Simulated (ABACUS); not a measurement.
Crystal: KCl (Sylvite).

```
K Cl
1.0
    -3.14647    0.00000    3.14647
     0.00000    3.14647    3.14647
    -3.14647    3.14647    0.00000
K Cl
1 1
Direct
  0.00000 0.00000 0.00000
  0.50000 0.50000 0.50000
```

Base run:

* Program: ABACUS 3.10.1
* Functional: B86bPBE
* Potentials or basis: SG15 ONCV 1.2 PBE
* Cutoff: 1007 eV
* Density cutoff: 4027 eV
* Basis: plane waves
* k mesh: 6 × 6 × 6
* Occupations: fermi-dirac, width 0.05 eV
* Spin: no spin polarisation

Its results: band gap on the k mesh 5.23 eV, direct; pressure 0.9 GPa.

**Question.** The run is repeated on the same cell with these changes: functional from B86bPBE to rSCAN; cutoff from 1007 eV to 1170 eV; density cutoff from 4027 eV to 4680 eV; k mesh from 6 × 6 × 6 to 4 × 4 × 4. What comes out?

**Answer.** Band gap on the k mesh 5.67 eV, direct; pressure -0.2 GPa.

Several settings changed at once, so the effect can't be laid on one alone.

Caveats: some runs use coarse meshes; the potentials were made for another functional, which shifts forces and pressure.

A k mesh can miss the band edges.

Not every run made on this cell is shown here.
